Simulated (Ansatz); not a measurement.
# Ge (Fd-3m) in Ansatz: a series of runs, part 2 of 2

Ansatz 0.2.0. The steps go on from the part before.

### 5 Phonons, PBEsol

input.yaml

```yaml
crystal:
  lattice:
    - [0.0, 2.82891, 2.82891]
    - [2.82891, 0.0, 2.82891]
    - [2.82891, 2.82891, 0.0]
  atoms:
    - { symbol: Ge, position: [0.75, 0.75, 0.75] }
    - { symbol: Ge, position: [0.5, 0.5, 0.5] }
kpoints:
  mp_grid: { grid: [6, 6, 6] }
scf:
  occupations: { method: fermi_dirac, width: 0.05 }
hamiltonian:
  xc: pbesol
  pseudopotentials: { kind: all_electron, lapw: { basis_error: 0.001 } }
output: {}
phonons:
  method: fd
  supercell: [1, 1, 1]
```

Potentials or basis: all-electron LAPW, scalar-relativistic.

On the command line:

```console
$ ansatz run input.yaml --threads 1 --pin off --max-ram 3072MiB --backend cpu --events-out ev --progress --plain --runs-dir out
```

What it wrote:

```text
Warning: RAYON_NUM_THREADS=1 ignored (pool sized by the plan → 1); use --threads N
LAPW: plane waves up to 9.469 Å⁻¹, error target 1.0e-3 eV per atom; small_component_spin mean_spin; Ge in spheres of 1.188 Å, 22 of its electrons in bands, Dirac shells [] (how accurate: hamiltonian.pseudopotentials.lapw.basis_error, Limitations)
Engine: ansatz 0.2.0, aarch64-unknown-linux-gnu
Pseudopotentials: kind: all_electron
Pseudopotential: Ge, LAPW, valence charge 22, lapw/all_electron/scalar/gaussian/Ge, Koelling and Harmon's equation, gaussian nucleus
Functional definition: PBEsol
  exchange = pbesol_x
  correlation = pbesol_c
Crystal: 2 atoms, lattice volume = 45.278 Å³
Basis set: ecut = 341.61675713417344 eV, 645 PW (Γ), exchange–correlation at level 2
Bands: 27, of which v1, the nominal top of the filled ones, is band 22 counted from 1 (21 counted from 0)
Symmetry: 48 space group operations
k-points: 16 of 216
Non-local potential: Ge, projectors of the file, none
Initial density: superposition of atomic densities (chi_scale 0.1, normalization cell)
Initial wavefunctions: plane waves of lowest kinetic energy (no species holds an atomic orbital)
Functional: x = pbesol(κ = 0.804, μ = 0.12345679012345678), c = pbesol(β = 0.046)
iter 1 solved again at ethr=9.60e-4 eV; its pass at ethr=1.00e-1 eV (dr2=4.22e-1 eV) is discarded
SCF iter   1: F=—  HF=-114149.751923 eV  |F-HF|=—  |Δ(HF+E_count)|=         —  Δρ=2.97e-2  dr2=4.25e-1  ethr=9.60e-4  ⟨swp⟩=2.2  Hψ=2670  notcnv=0
preconditioner: auto → none  [insulator: Δε(μ)=0.215 eV  Ē_g=24.223 eV  σ=0.050 eV  W_gap=0.60  n_scr=14 (ndim 8)  ℏωp=29.2 eV  f_vac=0.088  D(μ)=0.16/eV (n_scr^D=0)  ε∞_Penn≈2.5]
SCF iter   2: F=—  HF=-114149.649053 eV  |F-HF|=—  |Δ(HF+E_count)|=   1.03e-1  Δρ=1.30e-2  dr2=7.56e-2  ethr=9.60e-4  ⟨swp⟩=2.0  Hψ=1280  notcnv=0
iter 3 solved again at ethr=8.41e-7 eV; its pass at ethr=1.72e-4 eV (dr2=3.70e-4 eV) is discarded
SCF iter   3: F=—  HF=-114149.635703 eV  |F-HF|=—  |Δ(HF+E_count)|=   1.33e-2  Δρ=1.24e-3  dr2=3.74e-4  ethr=8.41e-7  ⟨swp⟩=2.8  Hψ=2191  notcnv=0
SCF iter   4: F=—  HF=-114149.631674 eV  |F-HF|=—  |Δ(HF+E_count)|=         —  Δρ=4.63e-4  dr2=5.44e-5  ethr=8.41e-7  ⟨swp⟩=3.0  Hψ=1289  notcnv=0
the basis was enlarged: its passes take 62.0 KiB over the memory plan, 1 of 1 planned eigensolver slots
SCF iter   5: F=—  HF=-114149.631693 eV  |F-HF|=—  |Δ(HF+E_count)|=   1.93e-5  Δρ=6.49e-5  dr2=1.23e-6  ethr=1.24e-7  ⟨swp⟩=3.0  Hψ=1233  notcnv=0
SCF iter   6: F=—  HF=-114149.631695 eV  |F-HF|=—  |Δ(HF+E_count)|=   1.93e-6  Δρ=6.93e-6  dr2=1.49e-8  ethr=2.80e-9  ⟨swp⟩=3.0  Hψ=1267  notcnv=0
SCF iter   7: F=-114149.631695 eV  HF=-114149.631695 eV  |F-HF|=2.76e-10  |Δ(HF+E_count)|=   2.27e-8  Δρ=5.31e-7  dr2=1.45e-10  ethr=3.40e-11  ⟨swp⟩=3.0  Hψ=1270  notcnv=0
SCF 1 converged in 7 iterations: F = -114149.631695 eV  dr2 = 1.45e-10
Symmetry: 4 space group operations
k-points: 46 of 216 (time reversal used)
Initial density: handed on by an earlier stage of this run
Initial wavefunctions: plane waves of lowest kinetic energy (no species holds an atomic orbital; no wavefunctions were taken with the density)
iter 1 solved again at ethr=3.45e-7 eV; its pass at ethr=1.00e-1 eV (dr2=1.52e-4 eV) is discarded
SCF iter   1: F=—  HF=-114149.631265 eV  |F-HF|=—  |Δ(HF+E_count)|=         —  Δρ=5.32e-4  dr2=1.40e-4  ethr=3.45e-7  ⟨swp⟩=4.7  Hψ=9962  notcnv=0
preconditioner: auto → none  [metal: Δε(μ)=0.051 eV  Ē_g=24.308 eV  σ=0.050 eV  W_gap=0.25  n_scr=14 (ndim 8)  ℏωp=29.2 eV  f_vac=0.181  D(μ)=0.24/eV (n_scr^D=0)]
iter 2 solved again at ethr=2.63e-8 eV; its pass at ethr=3.19e-7 eV (dr2=1.16e-5 eV) is discarded
SCF iter   2: F=—  HF=-114149.631217 eV  |F-HF|=—  |Δ(HF+E_count)|=   4.74e-5  Δρ=1.92e-4  dr2=1.15e-5  ethr=2.63e-8  ⟨swp⟩=2.0  Hψ=5999  notcnv=0
SCF iter   3: F=—  HF=-114149.631216 eV  |F-HF|=—  |Δ(HF+E_count)|=   1.24e-6  Δρ=4.69e-5  dr2=6.26e-7  ethr=2.62e-8  ⟨swp⟩=2.0  Hψ=3455  notcnv=0
SCF iter   4: F=—  HF=-114149.631216 eV  |F-HF|=—  |Δ(HF+E_count)|=   1.10e-7  Δρ=4.10e-6  dr2=4.27e-9  ethr=1.42e-9  ⟨swp⟩=2.0  Hψ=3455  notcnv=0
SCF iter   5: F=—  HF=-114149.631216 eV  |F-HF|=—  |Δ(HF+E_count)|=   2.56e-9  Δρ=6.59e-7  dr2=1.79e-10  ethr=9.70e-12  ⟨swp⟩=3.0  Hψ=3618  notcnv=0
SCF iter   6: F=-114149.631216 eV  HF=-114149.631216 eV  |F-HF|=5.82e-11  |Δ(HF+E_count)|=  5.38e-10  Δρ=2.86e-7  dr2=1.86e-11  ethr=2.59e-12 (applied; sched 1.00e-12)  ⟨swp⟩=2.0  Hψ=3455  notcnv=0
SCF 2 converged in 6 iterations: F = -114149.631216 eV  dr2 = 1.86e-11
SCF converged after 7 iterations
Free energy (F): -114149.631695 eV
Harris-Foulkes:  -114149.631695 eV  (|F-HF|=2.76e-10)
Internal energy: -114149.629717 eV  (E = F + TS)
E sigma→0 (E₀):  -114149.630706 eV
Entropy (-TS):   -0.001978 eV (-0.989 meV/atom)
Fermi energy:    9.884691 eV
--- Per-component energies (eV) ---
  E_band       = -2086.794082
  E_kinetic    = 116531.844653
  E_xc         = -4256.227605
  E_electrostatic = -226425.246765  (all electrons and nuclei)
  E_smearing   = -0.001978  (= −TS)
  E_closure    = 0.000000  (closes the sum)
  E_atoms      = -114139.838039  (free atoms, spherical and without spin; not in F)
  Σ components = -114149.631695   (vs F -114149.631695, Δ=0.00e0)
  Basis errors (estimates in eV, not in F): energy 4.4e-4 per atom: plane waves 4.0e-4 (2.3e-4 summed), levels above the bands 3.1e-72, relativity 1.3e-8, radial functions 4.3e-5, core shells 7.1e-11; eigenvalues (radial functions only) 2.3e-7; not estimated: angular momenta, meshes, grids; target (lapw.basis_error) 1.0e-3; muffin-tin radii Ge 1.188 Å
--- Forces (eV/Å), atoms counted from 1 ---
  atom   1  Ge    -0.00000000    -0.00000000     0.00000000
  atom   2  Ge    -0.00000000     0.00000000    -0.00000000
  max |Σ_I F_I| component: 1.16e-18 eV/Å
--- Band table (eV; the first three rows and the last of 16) ---
  k-point 0: bands = ["-153.5331", "-153.5308", "-100.8451", "-100.8451", "-100.8451", "-100.8363", "-100.8363", "-100.8363", "-14.9466", "-14.9466", "-14.9466", "-14.9108", "-14.9108", "-14.6987", "-14.6987", "-14.6987", "-14.6859", "-14.6859", "-2.9323", "9.8523", "9.8629", "9.8629", "9.8629", "12.3875", "12.3875", "12.3875", "16.0874"]
  k-point 1: bands = ["-153.5330", "-153.5309", "-100.8452", "-100.8452", "-100.8448", "-100.8365", "-100.8362", "-100.8362", "-14.9586", "-14.9586", "-14.9423", "-14.8933", "-14.8933", "-14.7161", "-14.7161", "-14.7037", "-14.6714", "-14.6714", "-2.5951", "6.6770", "9.3380", "9.3380", "10.7740", "13.0807", "13.0807", "13.9724", "17.5199"]
  k-point 2: bands = ["-153.5327", "-153.5312", "-100.8455", "-100.8455", "-100.8443", "-100.8371", "-100.8359", "-100.8359", "-14.9688", "-14.9688", "-14.9334", "-14.8741", "-14.8741", "-14.7306", "-14.7306", "-14.7142", "-14.6608", "-14.6608", "-1.6595", "3.7519", "8.6924", "8.6924", "10.2104", "13.6015", "13.6015", "16.8105", "17.5556"]
  k-point 15: bands = ["-153.5319", "-153.5319", "-100.8462", "-100.8462", "-100.8407", "-100.8407", "-100.8352", "-100.8352", "-14.9915", "-14.9915", "-14.8651", "-14.8651", "-14.7993", "-14.7993", "-14.7627", "-14.7627", "-14.6345", "-14.6345", "1.0364", "1.0364", "6.1009", "6.1009", "12.4916", "12.4916", "16.3774", "16.3774", "20.8290"]
--- Phonons: 1 displaced member + reference (amplitude 0.01 Å, Σ member SCF iterations 6) ---
  symmetry images taken by strict's conditions (phonons.symmetry_images: auto; settled by no image being taken that strict refuses)
  ASR residual: 1.391e-4 → 0.000e0 eV/Å²; symmetrization residual: 8.882e-15 eV/Å²
  largest component of a force at the reference: 7.2e-19 eV/Å
  ASR residual per site (eV/Å²): 1.39e-4 1.39e-4
  Γ frequencies (cm⁻¹): 0.00 0.00 0.00 268.55 268.55 268.55
  density of states and harmonic sums: on the 19×19×19 q-mesh, interpolated from the force constants of a 1×1×1 supercell (no non-analytic term)
  largest difference from the sums on the solved wave vectors: F 4.71e-1 eV, S 7.30e-4 and C_V 2.58e-4 eV/K
  zero-point energy: 0.067933 eV/cell   skipped modes (ω ≤ 0): 3   left out of the sums: 7.29e-5 of the cell's modes: C_V's classical limit lies that fraction below 3 k_B per atom; for a crystal, a wire or a layer, F and S can be off by more, and a phonons.interpolated_qmesh denser along its periods is the remedy for the sampling
```

Run time: 24 s. Hardware: 1 thread of Arm Neoverse V2, shared host; peak memory 0.33 GiB.

Results:

* Free energy: -114149.6317 eV
* Band gap on the k mesh: none (metal or under the smearing width)
* Highest phonon frequency at Γ: 269 cm⁻¹

Phonon frequencies in cm⁻¹ (negative: imaginary):
```
              q point        frequencies
(0.000, 0.000, 0.000)  0 0 0 269 269 269
```

Caveat: the k mesh is thin for a metal, which can move the energy by tens of meV per atom; a metal's response needs a denser mesh; this crystal is a semiconductor, whose small gap the functional closes, so the metal is an error of the method.

### 6 Overview

| task | level | k mesh | cutoff (eV) | gap on the mesh (eV) | pressure (GPa) |
| --- | --- | --- | --- | --- | --- |
| band structure | BLYP | 8 × 8 × 8 | 317 | - | 7.4 |
| elastic constants | PBEsol | 6 × 6 × 6 | 342 | none | 0.7 |
| phonons | LDA | 6 × 6 × 6 | 342 | none | - |
| phonons | PBEsol | 6 × 6 × 6 | 342 | none | - |

Alike in all rows: potentials or basis all-electron LAPW, scalar-relativistic; no spin polarisation; cell as given; smearing fermi-dirac 0.05 eV; basis error allowed 0.001 eV/atom.

Every run on the cell as given and a fine mesh finds a metal.

Caveats: this crystal is a semiconductor, whose small gap the functional closes, so the metal is an error of the method; the k mesh is thin for a metal, which can move the energy by tens of meV per atom (some runs); a metal's response needs a denser mesh (some runs); elastic constants of metals need much finer meshes, so these are rough (some runs).

Compare energies only between runs with the same functional and basis.

### 7 Comparison with measurements

Step 2. Measured gap of Ge: 0.744 eV (indirect; 0 K; “Temperature-dependent photoluminescence in Ge: experiment and theory”, 2020, arxiv:2003.00143). This calculation gives 0.00 eV (-0.74 eV). 3 values of this kind are on record (0.666 to 0.807 eV); this one was drawn at random among those near their median. Spin-orbit coupling on Ge is left out. The value is that of BLYP, without temperature or zero-point motion. Semilocal functionals fall short of measured gaps as a rule.

Step 3. Against the measured gap of Ge, 0.744 eV (indirect; 0 K; “Temperature-dependent photoluminescence in Ge: experiment and theory”, 2020, arxiv:2003.00143), the calculated 0.00 eV is off by -0.74 eV. 3 values of this kind are on record (0.666 to 0.807 eV); this one was drawn at random among those near their median. Spin-orbit coupling on Ge is left out. The value is that of PBEsol on a finite k mesh, which can miss the band edges, without temperature or zero-point motion. Semilocal functionals fall short of measured gaps as a rule.

Step 4. Measured gap of Ge: 0.744 eV (indirect; 0 K; “Temperature-dependent photoluminescence in Ge: experiment and theory”, 2020, arxiv:2003.00143). This calculation gives 0.00 eV (-0.74 eV). 3 values of this kind are on record (0.666 to 0.807 eV); this one was drawn at random among those near their median. Spin-orbit coupling on Ge is left out. The value is that of LDA on a finite k mesh, which can miss the band edges, without temperature or zero-point motion. Semilocal functionals fall short of measured gaps as a rule.

Step 5. Measured gap of Ge: 0.807 eV (direct; 300 K; “Electronic and optical properties of SixGe1-x-ySny alloys lattice-matched to Ge”, 2021, arxiv:2109.02782). This calculation gives 0.00 eV (-0.81 eV). 3 values of this kind are on record (0.666 to 0.807 eV); this one was drawn at random among those near their median. Spin-orbit coupling on Ge is left out. The value is that of PBEsol on a finite k mesh, which can miss the band edges, without temperature or zero-point motion. Semilocal functionals fall short of measured gaps as a rule.
